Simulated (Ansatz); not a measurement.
Ga in Ansatz: the effect of functional

The system is Ga, a slab with vacuum.

```xyz
6
Lattice="2.9000 0.0000 0.0000 0.0000 3.1700 0.0000 0.0000 0.0000 25.0324" Properties=species:S:1:pos:R:3 pbc="T T T"
Ga    1.4500    0.7925    7.5000
Ga    0.0000    2.3775    9.4024
Ga    0.0000    0.7925   11.5650
Ga    1.4500    2.3775   13.4674
Ga    1.4500    0.7925   15.6300
Ga    0.0000    2.3775   17.5324
```

The slab is cut from a database's or a generator's crystal, which needn't be the stable form of the element.

The cell isn't the ideal one: the (0 1 0) slab of Ga, cut from the database cell, not relaxed.

Alike in all runs:

```yaml
Program: Ansatz 0.2.0
Task: relaxation of the atoms
Potentials_or_basis: Ansatz PAW
k_mesh: 9 × 8 × 1
Occupations: fermi-dirac, width 0.05 eV
Spin: no spin polarisation
```

Each run relaxes the cell or the atoms first.

```tsv
functional	cutoff	largest force (eV/Å)	work function (eV)
LDA	420 eV (not typed: the program's choice for these potentials)	?	?
PBEsol	420 eV (not typed: the program's choice for these potentials)	0.12	4.48
RPBE	420 eV (not typed: the program's choice for these potentials)	0.41	4.13
revPBE	420 eV (not typed: the program's choice for these potentials)	0.38	4.16
BLYP	420 eV (not typed: the program's choice for these potentials)	0.49	3.80
r2SCAN	500 eV (not typed: the program's choice for these potentials)	0.15	4.60
```

Q: What does the run with functional LDA give?

A: Largest force 0.08 eV/Å; work function 4.72 eV.

Caveats: the PAW data sets come from PBE, with cores solved anew for the run's functional, which leaves a small shift of forces and pressure.

Runs at the PBE level aren't shown here.
